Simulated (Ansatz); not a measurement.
C: equation of state with PBEsol+D4

Crystal: C.

```
C
1.0
     1.23319    0.71198    8.28262
    -1.23319    0.71198    8.28262
     0.00000   -1.42396    8.28262
C
4
Direct
  0.08717 0.08717 0.08717
  0.75385 0.75385 0.75385
  0.24615 0.24615 0.24615
  0.91283 0.91283 0.91283
```

This isn't the form of C at room conditions, which is graphite.

- Program: Ansatz 0.2.0
- Task: equation of state
- Functional: PBEsol
- Dispersion: D4
- Potentials or basis: all-electron LAPW, non-relativistic
- Basis error allowed: 0.001 eV/atom
- k mesh: 12 × 12 × 12
- Occupations: fermi-dirac, width 0.05 eV
- Spin: collinear spin, antiferromagnetic start, moments held on the sites
- Starting moments: [0.5, -0.5, 0.5, -0.5] μB
- Moments locked: each atom's moment, at its start value

```yaml
Equilibrium_volume: "11.47 Å³/atom (rough: see the caveat)"
Bulk_modulus_at_fixed_shape_and_positions: 333 GPa (rough)
```

Energy against volume, from the lowest point:
```csv
volume (Å³/atom),energy (meV/atom)
10.254,113.63
10.472,78.80
10.690,49.93
10.908,25.02
11.126,9.23
11.345,0.00
```

All runs of the series together: 16 min on 2 threads of Intel(R) Xeon(R) 6975P-C (Granite Rapids), with other jobs on the host.

Caveat: the fit is doubtful: noisy points or a state that changes with volume; the minimum lies outside the volumes run; the SCF stop doesn't bound the stress; each atom's moment is held at its typed value, so this isn't a free magnetic state; the cell was scaled at fixed shape and fractional positions, which overstates the stiffness of a crystal with free parameters, most of all of layers and chains.
